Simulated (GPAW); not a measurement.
KF (Carobbiite): band structure with LDA

The system is KF (Carobbiite).

```
CELL_PARAMETERS angstrom
0.00000 2.67185 2.67185
2.67185 0.00000 2.67185
2.67185 2.67185 0.00000
ATOMIC_POSITIONS crystal
K 0.00000 0.00000 0.00000
F 0.50000 0.50000 0.50000
```

```
Program             : GPAW 26.7.0
Task                : band structure
Functional          : LDA
Potentials or basis : the program's PAW data sets (release 1.2.1) made for this functional
Cutoff              : 800 eV
Basis               : pw
k mesh              : 9 × 9 × 9
Occupations         : fermi-dirac, width 0.05 eV
Spin                : no spin polarisation
Maxiter             : 150
Band path           : GXWKGLUWLK,UX
Band points         : 80
```

* Pressure: -4.3 GPa
* Band gap on the k mesh: 5.80 eV, direct
* Band gap along the path: 5.80 eV, direct

Levels at the corners of the path, in eV from the valence-band top:
| point | band 5 | band 6 | band 7 | band 8 | band 9 | band 10 | band 11 | band 12 |
| --- | --- | --- | --- | --- | --- | --- | --- | --- |
| Γ | -9.11 | 0.00 | 0.00 | 0.00 | 5.80 | 10.50 | 10.50 | 10.50 |
| X | -9.34 | -0.22 | -0.06 | -0.06 | 7.92 | 10.11 | 11.38 | 13.43 |
| W | -9.21 | -0.42 | -0.17 | -0.17 | 9.45 | 9.45 | 11.03 | 13.18 |
| K | -9.27 | -0.35 | -0.20 | -0.20 | 8.67 | 10.40 | 10.89 | 13.41 |
| Γ | -9.11 | 0.00 | 0.00 | 0.00 | 5.80 | 10.50 | 10.50 | 10.50 |
| L | -9.15 | -0.84 | -0.36 | -0.36 | 8.80 | 10.20 | 11.91 | 11.91 |
| U | -9.27 | -0.35 | -0.20 | -0.20 | 8.67 | 10.40 | 10.89 | 13.41 |
| W | -9.21 | -0.42 | -0.17 | -0.17 | 9.45 | 9.45 | 11.03 | 13.18 |
| L | -9.15 | -0.84 | -0.36 | -0.36 | 8.80 | 10.20 | 11.91 | 11.91 |
| K | -9.27 | -0.35 | -0.20 | -0.20 | 8.67 | 10.40 | 10.89 | 13.41 |
| U | -9.27 | -0.35 | -0.20 | -0.20 | 8.67 | 10.40 | 10.89 | 13.41 |
| X | -9.34 | -0.22 | -0.06 | -0.06 | 7.92 | 10.11 | 11.38 | 13.43 |

Run time: 44 s on 1 thread of Arm Neoverse V2, on a shared host, peak memory 0.28 GiB.

A hybrid or GW would open this gap; LDA tends to underestimate it.
